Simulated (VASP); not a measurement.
# MgO: restarted molecular dynamics, 2 variants

MgO, P6_3/mmc (no. 194), 8 atoms in the cell. PBE, molecular dynamics; PAW potentials Mg, O (PBE set).

| Restart from | Temperature at the end (K) | The same without a restart (K) | Potential energy at the end (eV/atom) | The same without a restart (eV/atom) | Electronic steps in the first step after the restart | Time (s) |
|---|---|---|---|---|---|---|
| CONTCAR with velocities, WAVECAR read | 1141.0 | 1141.0 | -5.86906 | -5.86906 | 4 | 203 |
| CONTCAR with velocities, no WAVECAR | 1141.0 | 1141.0 | -5.86906 | -5.86906 | 14 | 192 |

Limits: 60 fs of 8 atoms are too short for converged averages; the cell is only 3.5 Å across, so each atom moves in step with near copies of itself.

## Input of the first row

INCAR.step1:
```
ALGO = Normal ; EDIFF = 1E-6
ENCUT = 400 ; GGA = PE
IBRION = 0 ; ISIF = 2
ISMEAR = 0 ; ISYM = 0
KPAR = 2 ; LASPH = T
LCHARG = F ; LREAL = Auto
LWAVE = T ; MDALGO = 4
NELM = 60 ; NELMIN = 4
NHC_NCHAINS = 3 ; NHC_PERIOD = 30
NSW = 30 ; POTIM = 1.0
PREC = Normal ; RANDOM_SEED = 496498 0 0
SIGMA = 0.05 ; TEBEG = 1000
```

INCAR.step2, as INCAR.step1 but for:
```
- LWAVE = T
+ LWAVE = F
```

KPOINTS:
```
k-points
0
Gamma
  3 2 3
```

POSCAR.step1:
```
MgO
1.0
    3.4863778627      0.0000000000      0.0000000000
    0.0000000000      6.0385835926      0.0000000000
    0.0000000000      0.0000000000      4.1780412200
Mg O
4 4
Direct
    0.0000000000      0.3333333334      0.2500000000
    0.5000000000      0.8333333334      0.2500000000
    0.5000000000      0.1666666666      0.7500000000
    0.0000000001      0.6666666666      0.7500000000
    0.0000000000      0.3333333334      0.7500000000
    0.5000000000      0.8333333334      0.7500000000
    0.5000000000      0.1666666666      0.2500000000
    0.0000000001      0.6666666666      0.2500000000
```

Commands (each step's output is kept before the next begins):
```
cat potpaw_PBE.64/Mg/POTCAR potpaw_PBE.64/O/POTCAR > POTCAR
cp INCAR.step1 INCAR
cp POSCAR.step1 POSCAR
mpirun -np 2 vasp_std > vasp.out
cp CONTCAR POSCAR
cp INCAR.step2 INCAR
mpirun -np 2 vasp_std > vasp.out
```

Changes of the last row against the first:
```
(step 1)
- LWAVE = True
+ LWAVE = False
```

VASP 6.6.1 took 203 s on 2 cores (Intel Xeon Platinum 8259CL @ 2.50GHz (Skylake/Cascade Lake)), a shared host.
